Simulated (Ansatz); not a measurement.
CdO (Monteponite):

```xyz
2
Lattice="0.0000 2.3495 2.3495 2.3495 0.0000 2.3495 2.3495 2.3495 0.0000" Properties=species:S:1:pos:R:3 pbc="T T T"
Cd    0.0000    0.0000    0.0000
O     2.3495    2.3495    2.3495
```

Program: Ansatz 0.2.0. Alike in all runs: potentials or basis Ansatz PAW; cell as given; cutoff (eV) 420.

Question: Order these runs on this cell by their pressure, lowest first.
A. level LDA; spin off; k mesh 10 × 10 × 10; smearing fermi-dirac 0.05 eV; points for each segment of the path 14
B. level PBEsol; spin off; k mesh 10 × 10 × 10; smearing gaussian 0.1 eV
C. level PBE; spin SOC, no magnetisation; k mesh 7 × 7 × 7; smearing fermi-dirac 0.05 eV; points for each segment of the path 14

Answer: A (-6.1 GPa), B (-0.8 GPa), C (6.1 GPa).

Caveats: the PAW data sets come from PBE, with cores solved anew for the run's functional, which leaves a small shift of forces and pressure (some runs).
